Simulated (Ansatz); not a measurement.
An Ansatz run on rocksalt BN left the output below. The cell was relaxed with r2SCAN and then strained (isotropic -4.0 % on every length), with the atoms relaxed again with r2SCAN; k points keep the names of the unstrained zone.

The cell given to it:
```
CELL_PARAMETERS angstrom
0.00000 1.67599 1.67599
1.67599 0.00000 1.67599
1.67599 1.67599 0.00000
ATOMIC_POSITIONS crystal
B 0.00000 0.00000 0.00000
N 0.50000 0.50000 0.50000
```

What the program printed (shortened):
```
scf.n_extra_bands = 4 over 4 filled bands (N_el = 8.0): the run solves 8 bands
Functional definition: PBE
Crystal: 2 atoms, lattice volume = 9.416 Å³
Basis set: ecut = 420 eV, 169 PW (Γ)
Symmetry: 48 space group operations
Space group: Fm-3m (ITA 225)
k-points: 72 of 1728
preconditioner: auto → none  [insulator: Δε(μ)=2.344 eV  σ=0.020 eV  ℏωp=34.2 eV]
SCF 1 converged in 6 iterations: F = -538.527836 eV  dr2 = 1.82e-11
Free energy (F): -538.527836 eV
Fermi energy:    18.131923 eV
--- Per-component energies (eV) ---
  E_band       = 59.980955
  E_kinetic    = 191.620898
  E_local      = -113.224774
  E_nonlocal   = 56.701834
  E_hartree    = 33.022132
  E_xc         = -95.076744
  E_vxc        = -118.571990
  E_paw        = -206.520915
  E_vpaw       = -22.589390
  E_ewald      = -405.050376
--- Forces (eV/Å), atoms counted from 1 ---
  atom   1  B       0.00000      0.00000      0.00000
  atom   2  N       0.00000      0.00000      0.00000
--- Stress (GPa, compression-positive) ---
       64.948443       0.000000       0.000000
        0.000000      64.948443       0.000000
        0.000000       0.000000      64.948443
  P = ⅓ Tr σ = 64.9484 GPa (649.484 kbar)
--- Band table (eV; the first three rows and the last of 72) ---
  k-point 0: bands = [-7.2989, 16.0133, 16.0133, 16.0133, 28.9314, 30.3371, 30.3371, 30.3371]
  k-point 1: bands = [-7.0864, 15.1260, 15.9902, 15.9902, 28.9131, 29.5477, 29.5477, 30.3694]
  k-point 2: bands = [-6.4527, 12.8793, 15.9490, 15.9490, 27.7705, 27.7705, 28.1544, 31.0509]
  k-point 71: bands = [2.1097, 6.2406, 6.2406, 9.4648, 25.3667, 25.7882, 32.8730, 32.8730]
```

The file bands.tsv (bands near the Fermi energy, numbered from 0, rounded):
```tsv
# k_distance	band_0	band_1	band_2	band_3	band_4	band_5	band_6	band_7
# fermi_ev = 18.131923
# [0, 0, 0] at k_distance = 0.000000
# [0.5, 0, 0.5] at k_distance = 1.874467
# [0.625, 0.25, 0.625] at k_distance = 2.537191
# [0.375, 0.375, 0.75] at k_distance = 3.685062
# [0.5, 0.5, 0.5] at k_distance = 4.832934
# [0.5, 0.25, 0.75] at k_distance = 6.158382
# [0, 0.165365, -0.165365] at k_distance = 8.894220
# [0, 0.5, 0.5] at k_distance = 10.963588
# levels_relative_to = fermi_ev
0.000	-25.431	-2.119	-2.119	-2.119	10.799	12.205	12.205	12.205
1.874	-16.179	-14.550	-7.524	-7.524	1.072	7.511	15.243	15.243
2.537	-16.556	-13.174	-10.989	-6.134	2.956	11.325	12.646	15.982
3.685	-16.556	-13.174	-10.989	-6.134	2.956	11.325	12.646	15.982
4.833	-19.627	-15.001	-1.918	-1.918	4.391	4.391	7.342	14.816
6.158	-16.022	-11.891	-11.891	-8.667	7.235	7.656	14.741	14.741
8.894	-23.228	-6.967	-5.953	-1.100	6.042	7.767	12.172	12.829
10.964	-16.179	-14.550	-7.524	-7.524	1.072	7.511	15.243	15.243
```
In order the rows are Γ, X, U, K, L, W, Γ–K (0.44), X.

Problem. Reconstruct the input.

Solution.
```yaml
crystal:
  # lattice and atoms as above
kpoints:
  mp_grid: { grid: [12, 12, 12] }
  band_path:
    path:
      - [0.0, 0.0, 0.0]
      - [0.5, 0.0, 0.5]
      - [0.625, 0.25, 0.625]
      - [0.375, 0.375, 0.75]
      - [0.5, 0.5, 0.5]
      - [0.5, 0.25, 0.75]
      - [0.0, 0.165365, -0.165365]
      - [0.0, 0.5, 0.5]
    npoints: 1
hamiltonian:
  xc: pbe
scf:
  occupations: { method: fermi_dirac, width: 0.02 }
  n_extra_bands: 4
output:
  forces: true
  stress: true
  eigenvalues: true
```
A single point prints forces and stress when the output block asks for them. Keys that aren't typed take their defaults; thresholds and the kind of smearing can't be read off these lines.

Command: `ansatz run input.yaml --threads 2 --pin off --max-ram 2211MiB --backend cpu --events-out ev --progress --plain --runs-dir out`.

The cell comes from a prototype generator: it can be a known phase or a hypothetical one. Spin polarisation is off.
